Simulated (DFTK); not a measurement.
## HgTe (Coloradoite) under changes of volume

One of the cells (33.215 Å³/atom); the others are scaled copies at fixed shape and fractional positions:

```xyz
2
Lattice="0.0000 3.2145 3.2145 3.2145 0.0000 3.2145 3.2145 3.2145 0.0000" Properties=species:S:1:pos:R:3 pbc="T T T"
Hg    0.0000    0.0000    0.0000
Te    4.8217    4.8217    4.8217
```

| Quantity | Value |
| --- | --- |
| Program | DFTK 0.8.2 |
| Functional | PBEsol |
| Potentials or basis | dojo.nc.sr.pbesol.v0_4_1.standard.upf (PBEsol) |
| Cutoff | 1088 eV |
| k mesh | 7 × 7 × 7 |
| Occupations | fermi-dirac, width 0.05 eV |
| Spin | no spin polarisation |

```tsv
volume (Å³/atom)	energy over the lowest point (meV/atom)	pressure (GPa)
31.223	51.88	5.5
31.887	?	?
32.551	17.17	2.9
33.215	7.33	1.8
33.880	1.77	0.9
34.544	0.00	0.0
35.208	1.60	-0.8
```

**Question.** What does the run at 31.887 Å³/atom give?

**Answer.** Energy over the lowest point 31.81 meV/atom; pressure 4.1 GPa.

Worked out: A Birch-Murnaghan fit of order 3 (a polynomial in V^(-2/3)) to the other rows has its minimum at 34.55 Å³/atom with B0 = V·E''(V) = 42 GPa and B' = 5.2. It gives 31.81 meV/atom at 31.887 Å³/atom, against the run's 31.81, and -dE/dV = 4.2 GPa, against 4.1.

Energies are extrapolated to zero smearing.
